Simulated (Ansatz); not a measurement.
Base system: AlSb in the zinc blende structure (space group F-43m, No. 216; a = 6.177 Å).

Level of theory: r2SCAN/PAW in Ansatz (a program for electronic structure), no spin-orbit coupling, earlier PAW set.

For the base:

| Quantity | Result |
|---|---|
| Valley order | a point along ⟨100⟩, about 0.9 Å⁻¹ from Γ 1.51 eV; L along ⟨111⟩ 1.69 eV; Γ 2.03 eV |

One thing is altered: electron doping at 3.0×10^21 cm⁻³ (0.177 per cell), with a uniform compensating background at fixed cell and a 300 K Fermi–Dirac width.

Estimate the effect on the valley order.

The valley order (the lowest conduction-band minima on the path, energy above the VBM, named in the base's zone) changes from a point along ⟨100⟩, about 0.9 Å⁻¹ from Γ 1.51 eV; L along ⟨111⟩ 1.69 eV; Γ 2.03 eV to a point along ⟨100⟩, about 0.9 Å⁻¹ from Γ 1.46 eV; L along ⟨111⟩ 1.67 eV; Γ 2.02 eV.

What happens to the Fermi level from band edge?

The Fermi level relative to the doped band's edge (positive inside the band; to 0.05 eV) comes out as +0.45 eV.

Carriers are added with a uniform compensating background; total energy and stress of such cells depend on the potential's zero and are not compared; many-body gap narrowing is missing at this level. Spin-orbit coupling, missing from the scalar runs, can matter with Sb. The levels and masses belong to the bands next to the band gap. No phonon test of stability was made.
